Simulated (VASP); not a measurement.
# W (Fm-3m) in VASP: further runs, part 2 of 2

VASP 6.6.1. Earlier steps stand in the parts before.

**3. Single point, PBEsol**

This run uses another cell than the first one, of 16.73 Å³/atom, 1.046 times its volume.

Input file INCAR:

```
SYSTEM = W
  ALGO = Normal
  EDIFF = 1E-6
  ENCUT = 520
  GGA = PS
  ISIF = 2
  ISMEAR = 0
  LASPH = .True.
  LCHARG = .False.
  LREAL = .False.
  LWAVE = .False.
  NBANDS = 13
  NELM = 80
  PREC = Accurate
  SIGMA = 0.1
```

Input file KPOINTS:

```
k-points
0
Gamma
  8 8 8
  0 0 0
```

Input file POSCAR:

```
W
1.0
    0.0000000000      2.0300000000      2.0300000000
    2.0300000000      0.0000000000      2.0300000000
    2.0300000000      2.0300000000      0.0000000000
W
1
Direct
    0.0000000000      0.0000000000      0.0000000000
```

Potentials or basis: VASP PAW PBE potentials, release 64 (W_sv).

Started as:

```bash
> cat potpaw_PBE.64/W_sv/POTCAR > POTCAR
> mpirun -np 1 vasp_std > vasp.out
```

OUTCAR:

```text
SYSTEM = W
   EDIFF = 1E-6
   ENCUT = 520
   GGA = PS
   ISIF = 2
   ISMEAR = 0
   LASPH = .True.
   LREAL = .False.
   NELM = 80
   PREC = Accurate

 ion  position               nearest neighbor table
   1  0.000  0.000  0.000-

  LATTYP: Found a face centered cubic cell.
 ALAT       =     4.0600000000

  Lattice vectors:

 A1 = (   0.0000000000,   2.0300000000,   2.0300000000)
 A2 = (   2.0300000000,   0.0000000000,   2.0300000000)
 A3 = (   2.0300000000,   2.0300000000,   0.0000000000)

Analysis of symmetry for initial positions (statically):
=====================================================================
 Subroutine PRICEL returns:
 Original cell was already a primitive cell.

 Routine SETGRP: Setting up the symmetry group for a
 face centered cubic supercell.

 Subroutine GETGRP returns: Found 48 space group operations
 (whereof 48 operations were pure point group operations)
 out of a pool of 48 trial point group operations.

The static configuration has the point symmetry O_h .

Analysis of symmetry for dynamics (positions and initial velocities):
[... 172 lines left out ...]
      5       1.1528      2.00000
      6       9.5068      2.00000
      7       9.5068      2.00000
      8       9.5068      2.00000
      9      12.5364      0.00000
     10      12.5364      0.00000
     11      22.8568      0.00000
     12      27.9479      0.00000
     13      27.9479      0.00000
[... 354 lines left out ...]
  band No.  band energies     occupation
      1     -63.5226      2.00000
      2     -28.2154      2.00000
      3     -27.7158      2.00000
      4     -27.5204      2.00000
      5       6.1009      2.00000
      6       7.5621      2.00000
      7       9.1570      2.00000
      8      10.7333      0.00000
      9      14.4586      0.00000
     10      17.7187      0.00000
     11      18.9743      0.00000
     12      25.5842      0.00000
     13      26.6958      0.00000

 [... further k-points ...]

------------------------ aborting loop because EDIFF is reached ----------------------------------------

  FORCE on cell =-STRESS in cart. coord.  units (eV):
  Direction    XX          YY          ZZ          XY          YZ          ZX
  --------------------------------------------------------------------------------------
  -------------------------------------------------------------------------------------
  Total       -1.2304423     -1.2304423     -1.2304423      0.0000000     -0.0000000     -0.0000000
  in kB     -117.8294134   -117.8294134   -117.8294134      0.0000000     -0.0000000     -0.0000000
  external PRESSURE =    -117.8294134 kB  Pullay stress =       0.0000000 kB

 VOLUME and BASIS-vectors are now :
 -----------------------------------------------------------------------------
  energy-cutoff  :      520.00
  volume of cell :       16.73
      direct lattice vectors                 reciprocal lattice vectors
     0.000000000  2.030000000  2.030000000    -0.246305419  0.246305419  0.246305419
     2.030000000  0.000000000  2.030000000     0.246305419 -0.246305419  0.246305419
     2.030000000  2.030000000  0.000000000     0.246305419  0.246305419 -0.246305419

 POSITION                                       TOTAL-FORCE (eV/Angst)
 -----------------------------------------------------------------------------------
      0.00000      0.00000      0.00000         0.000000      0.000000     -0.000000
 -----------------------------------------------------------------------------------
    total drift:                                0.000000     -0.000000     -0.000000

  FREE ENERGIE OF THE ION-ELECTRON SYSTEM (eV)
  ---------------------------------------------------
  free  energy   TOTEN  =       -13.2971199379 eV

  energy  without entropy=      -13.2885885375  energy(sigma->0) =      -13.29285424
```

stdout:

```text
POSCAR found type information on POSCAR W
 POSCAR found :  1 types and       1 ions
 scaLAPACK will be used
 -----------------------------------------------------------------------------
|                                                                             |
|                                                                             |
|     You enforced a specific xc type in the INCAR file but a different       |
|     I HOPE YOU KNOW WHAT YOU ARE DOING!                                     |
|                                                                             |
 -----------------------------------------------------------------------------

 LDA part: xc-table for (Slater+PW92), standard interpolation
 POSCAR, INCAR and KPOINTS ok, starting setup
 FFT: planning ... GRIDC
 FFT: planning ... GRID_SOFT
 FFT: planning ... GRID
 WAVECAR not read
 entering main loop
```

Run time: 2.8 s. Hardware: 1 thread of Intel Xeon 6975P-C (Granite Rapids), shared host; peak memory 0.14 GiB.

Results:

| Quantity | Value |
| --- | --- |
| Free energy | -13.2971 eV |
| Pressure | -11.8 GPa |
| Band gap on the k mesh | none (metal or under the smearing width) |

Caveat: the PAW data sets were made with another functional, which shifts forces and pressure a little.

**4. Single point, PBEsol (bulk in the cell of the (1 0 0) plane)**

Input file INCAR:

```
  ALGO = Fast
  EDIFF = 1E-7
  ENCUT = 520
  GGA = PS
  ISIF = 2
  ISMEAR = 0
  LASPH = True
  LCHARG = True
  LELF = True
  LREAL = False
  LVHAR = True
  LWAVE = False
  NBANDS = 13
  NELM = 80
  PREC = Accurate
  SIGMA = 0.1
```

Input file KPOINTS:

```
k-points
0
Gamma
  12 12 17
```

Input file POSCAR:

```
W
1.0
    2.8270069230      0.0000000000      0.0000000000
    0.0000000000      2.8270069230      0.0000000000
    1.4135034615      1.4135034615      1.9989957657
W
1
Direct
    0.0000000000      0.0000000000      0.0000000000
```

Started as:

```bash
> cat potpaw_PBE.64/W_sv/POTCAR > POTCAR
> mpirun -np 1 vasp_std > vasp.out
```

Run time: 53 s. Hardware: 1 thread of Intel Xeon 6975P-C (Granite Rapids), shared host; peak memory 0.24 GiB.

The run converged. Its results:

```yaml
Free_energy: -13.3112 eV
Pressure: 0.5 GPa
Band_gap_on_the_k_mesh: none (metal or under the smearing width)
```

Levels at points of the mesh, in eV from the Fermi level:
```
           k point  band 5  band 6  band 7  band 8  band 9  band 10
(0.00, 0.00, 0.00)   -9.15   -0.59   -0.59   -0.59    2.65     2.65
(0.50, 0.00, 0.00)   -5.76   -0.84   -0.84    0.73    5.24     5.24
(0.50, 0.50, 0.00)   -5.69   -4.69    3.22    5.20    6.01     6.01
```

Caveat: the PAW data sets were made with another functional, which shifts forces and pressure a little. The run has no spin-orbit coupling, so splittings on W are missing.

**5. The runs side by side**

| task | cell | k mesh | cutoff (eV) | gap on the mesh (eV) | pressure (GPa) |
| --- | --- | --- | --- | --- | --- |
| relaxation of cell and atoms | relaxed | 18 × 18 × 18 | 600 | none | 0.0 |
| single point | Fm-3m, 16.73 Å³/atom | 8 × 8 × 8 | 520 | none | -11.8 |
| single point | bulk in the cell of the (1 0 0) plane | 12 × 12 × 17 | 520 | none | 0.5 |

Alike in all rows: level PBEsol; potentials or basis VASP PAW PBE potentials, release 64 (W_sv); no spin polarisation; smearing gaussian 0.1 eV.

Caveats: the PAW data sets were made with another functional, which shifts forces and pressure a little.

Absolute energies hang on the potentials; compare differences alone.
